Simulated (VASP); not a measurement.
Crystal: BeTe.

```
Te Be
1.0
     0.00000    2.77000    2.77000
     2.77000    0.00000    2.77000
     2.77000    2.77000    0.00000
Te Be
1 1
Direct
  0.75000 0.75000 0.75000
  0.00000 0.00000 0.00000
```

Base run:

```yaml
Program: VASP 6.6.1
Functional: r2SCAN
Potentials_or_basis: VASP PAW PBE potentials, release 64 (Te, Be)
Cutoff: 520 eV
k_mesh: 6 × 6 × 6
Occupations: fermi-dirac, width 0.05 eV
Spin: spin-orbit coupling, no magnetisation
```

Its results: pressure 4.5 GPa.

Problem. The run is repeated on the same cell with these changes: functional from r2SCAN to SCAN. What comes out?

Solution. Pressure 3.7 GPa.

Caveats: the PAW data sets were made with another functional, which shifts forces and pressure a little.
